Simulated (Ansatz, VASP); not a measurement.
## SnSe in VASP and in Ansatz

INCAR

```
SYSTEM = SnSe
ALGO = Normal
EDIFF = 1E-6
ENCUT = 520
GGA = CA
ISIF = 2
ISMEAR = 0
LASPH = .True.
LCHARG = .True.
LELF = .True.
LREAL = .False.
LVHAR = .True.
LWAVE = .False.
NBANDS = 17
NELM = 80
PREC = Accurate
SIGMA = 0.05
```

KPOINTS

```
k-points
0
Gamma
  10 10 10
  0 0 0
```

Contents of POSCAR:

```
SnSe
1.0
    0.0000000000      2.6817401395      3.7919805573
    2.6817401395      0.0000000000      3.7919805573
    2.6817401395      2.6817401395      0.0000000000
Sn Se
1 1
Direct
    0.0000000000      0.0000000000      0.0000000000
    0.5000000000      0.5000000000      0.5000000000
```

Input for Ansatz:

```yaml
crystal:
  lattice:
    - [0.0, 2.6817401395, 3.7919805573]
    - [2.6817401395, 0.0, 3.7919805573]
    - [2.6817401395, 2.6817401395, 0.0]
  atoms:
    - { symbol: Sn, position: [0.0, 0.0, 0.0] }
    - { symbol: Se, position: [0.5, 0.5, 0.5] }
basis:
  ecutwfc: 420
kpoints:
  mp_grid: { grid: [10, 10, 10] }
hamiltonian:
  xc: lda
scf:
  occupations: { method: gaussian, width: 0.05 }
output:
  forces: true
  stress: true
  eigenvalues: true
```

Alike in both runs: task single point; functional LDA; k mesh 10 × 10 × 10; occupations gaussian, width 0.05 eV; no spin polarisation.

|  | VASP | Ansatz |
| --- | --- | --- |
| version | VASP 6.6.1 | Ansatz 0.2.0 |
| potentials or method | VASP PAW LDA potentials, release 64 (Sn_d, Se) | scalar-relativistic, plane waves, PAW |
| plane-wave cutoff (eV) | 520 | 420 |
| valence electrons in the cell | 20 | 30 |

VASP gave:

| Item | Value |
| --- | --- |
| gap on the k mesh at the Fermi level (eV) | none |
| pressure (GPa) | 8.2 |
| largest component of the traceless stress (GPa) | 13.66 |

Problem. Which values does Ansatz return?

Solution. gap on the k mesh at the Fermi level (eV): none; pressure (GPa): 8.1; largest component of the traceless stress (GPa): 13.50.

A gap of «none» marks a metal or a gap that the smearing closes. The two sets of potentials don't hold the same shells in valence.
